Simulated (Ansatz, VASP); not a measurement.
One calculation of CdTe, two programs

File INCAR:

```
SYSTEM = CdTe
PREC = Accurate
ENCUT = 520
EDIFF = 1E-8
ISMEAR = -1
SIGMA = 0.05
LREAL = .FALSE.
LASPH = .TRUE.
NELM = 60
ALGO = Normal
ISIF = 2
LWAVE = .FALSE.
LCHARG = .FALSE.
GGA = PE
LEFG = .TRUE.
NBANDS = 16
```

The input KPOINTS:

```
regular mesh
0
G
  10 10 10
  0 0 0
```

POSCAR

```
CdTe
1.0
    0.0000000000      2.7762963326      2.7762963326
    2.7762963326      0.0000000000      2.7762963326
    2.7762963326      2.7762963326      0.0000000000
Cd Te
1 1
Direct
    0.0000000000      0.0000000000      0.0000000000
    0.2500000000      0.2500000000      0.2500000000
```

Input for Ansatz:

```yaml
crystal:
  lattice:
    - [0.0, 2.7762963326, 2.7762963326]
    - [2.7762963326, 0.0, 2.7762963326]
    - [2.7762963326, 2.7762963326, 0.0]
  atoms:
    - { symbol: Cd, position: [0.0, 0.0, 0.0] }
    - { symbol: Te, position: [0.25, 0.25, 0.25] }
kpoints:
  mp_grid: { grid: [10, 10, 10] }
  band_path:
    path:
      - [0.0, 0.0, 0.0]
      - [-0.5, -0.5, 0.0]
      - [-0.375, -0.375, 0.25]
      - [-0.375, 0.0, 0.375]
      - [0.0, 0.0, 0.0]
      - [0.0, 0.0, 0.5]
      - [-0.5, -0.25, 0.25]
      - [-0.5, -0.5, 0.0]
    npoints: 6
scf:
  occupations: { method: fermi_dirac, width: 0.05 }
hamiltonian:
  xc: pbe
  pseudopotentials: { kind: paw }
output:
  forces: true
  stress: true
  eigenvalues: true
  efg: { contact_densities: true }
  populations: true
```

Change from the starting cell: volume scaled by 0.65, PAW files.

Alike in both runs: task electric field gradients; functional PBE; k mesh 10 × 10 × 10; occupations fermi-dirac, width 0.05 eV; no spin polarisation.

|  | VASP | Ansatz |
| --- | --- | --- |
| version | VASP 6.6.1 | Ansatz 0.2.0 |
| potentials or method | VASP PAW PBE potentials, release 64 (Cd, Te) | PAW with Ansatz's default frozen-core files, scalar-relativistic |
| plane-wave cutoff (eV) | 520 | 420 |
| valence electrons in the cell | 18 | 36 |

```csv
,VASP,Ansatz,Ansatz less VASP
pressure (GPa),65.7,65.0,-0.69
Vzz of the field gradient on the site that differs most (V/Å²),0.0,0.0,0.00
```

The two sets of potentials don't hold the same shells in valence. Ansatz warned: «gradients_without_spin_orbit».

Caveats: the cell as given lies far from equilibrium; so large a pressure means that the cell lies far from this level's equilibrium, or that cutoff or potentials fall short (VASP); spin-orbit coupling is left out, which moves the levels of the heavy elements. A k mesh can miss the band edges.
